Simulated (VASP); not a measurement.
Here is a VASP 6.6.1 calculation.

File POSCAR:

```
CdTe
1.0
    0.0000000000      3.2799012430      3.2799012430
    3.2799012430      0.0000000000      3.2799012430
    3.2799012430      3.2799012430      0.0000000000
Cd Te
1 1
Direct
    0.0000000000      0.0000000000      0.0000000000
    0.2500000000      0.2500000000      0.2500000000
```

File INCAR.step1:

```
SYSTEM = CdTe
PREC = Accurate
ENCUT = 520
EDIFF = 1E-5
ISMEAR = 0
SIGMA = 0.01
LREAL = .FALSE.
LASPH = .TRUE.
NELM = 60
ALGO = Normal
ISIF = 2
LWAVE = .TRUE.
LCHARG = .FALSE.
GGA = PE
NBANDS = 16
```

File INCAR.step2:

```
SYSTEM = CdTe
PREC = Accurate
ENCUT = 520
EDIFF = 1E-6
ISMEAR = 0
SIGMA = 0.01
LREAL = .FALSE.
LASPH = .TRUE.
NELM = 60
ALGO = Normal
ISIF = 2
LWAVE = .FALSE.
LCHARG = .FALSE.
GGA = PE
LHFCALC = .TRUE.
HFSCREEN = 0.2079
PRECFOCK = Normal
ISTART = 1
NBANDS = 16
```

Contents of KPOINTS:

```
Automatic mesh
0
G
  4 4 4
  0 0 0
```

Potentials or basis: VASP PAW PBE potentials, release 64 (Cd, Te).

Command:

```sh
$ cat potpaw_PBE.64/Cd/POTCAR potpaw_PBE.64/Te/POTCAR > POTCAR
$ cp INCAR.step1 INCAR
$ mpirun -np 1 vasp_std > vasp.out
$ cp INCAR.step2 INCAR
$ mpirun -np 1 vasp_std > vasp.out
```

(1) What does it give for the pressure?

(2) Estimate the band gap on the k mesh.

## Answers

(1) 0.2 GPa.

(2) 1.44 eV.

Caveat: the PAW data sets were made with another functional, which shifts forces and pressure a little; spin-orbit coupling is left out, which moves the levels of the heavy elements.

**What was measured.**

From a printed reference work, data compilation, for a bulk crystal of CdTe at 0 K: band gap 1.607 eV.

Measured gap of CdTe: 1.607 eV (0 K; a printed reference work, data compilation). This calculation gives 1.44 eV (-0.16 eV). Spin-orbit coupling on Cd, Te is left out. The value is that of HSE06, without temperature or zero-point motion.
